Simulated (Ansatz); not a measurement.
# MgO (zincblende type): the cost of one run

Computed with Ansatz 0.2.0 (DFT PBEsol, with the methods named in each step, unless a step's input says otherwise).

### Step 1. The starting structure

Symmetry: F-43m, No. 216, cubic system. Conventional cell: a = 4.494 Å, b = 4.494 Å, c = 4.494 Å, α = 90.00°, β = 90.00°, γ = 90.00°. Around Mg (site symmetry -43m) lie 4 O at 1.95 Å. O (site symmetry -43m) is surrounded by 4 Mg at 1.95 Å.

Structure file:

```
Mg O
1.0
     0.00000    2.24680    2.24680
     2.24680    0.00000    2.24680
     2.24680    2.24680    0.00000
Mg O
1 1
Direct
  0.00000 0.00000 0.00000
  0.25000 0.25000 0.25000
```

Whether this phase is the stable one at these pressures isn't tested.

Atoms are numbered in the order of the input: Mg1, O2.

### Step 2. Cell relaxed at zero pressure, PAW

Contents of input.yaml:

```yaml
crystal:
  lattice:
    - [0.0, 2.2468001554, 2.2468001554]
    - [2.2468001554, 0.0, 2.2468001554]
    - [2.2468001554, 2.2468001554, 0.0]
  atoms:
    - { symbol: Mg, position: [0.0, 0.0, 0.0] }
    - { symbol: O, position: [0.25, 0.25, 0.25] }
kpoints:
  mp_grid: { grid: [16, 16, 16] }
scf:
  occupations: { method: fermi_dirac, width: 0.05 }
hamiltonian:
  xc: pbesol
  pseudopotentials: { kind: paw }
output:
  forces: true
  stress: true
  write_density: true
  write_potential: true
  elf: true
  volumetric_format: npy
relax:
  f_tol: 0.005
  max_steps: 40
  cell: {}
```

Launch:

```bash
> ansatz run input.yaml --threads 1 --pin off --max-ram 2048MiB --backend cpu --events-out ev --progress --plain --runs-dir out
```

What time and memory should one allow on 1 thread of Arm Neoverse V1, shared host?

About 32 s, with a peak of 0.34 GiB.
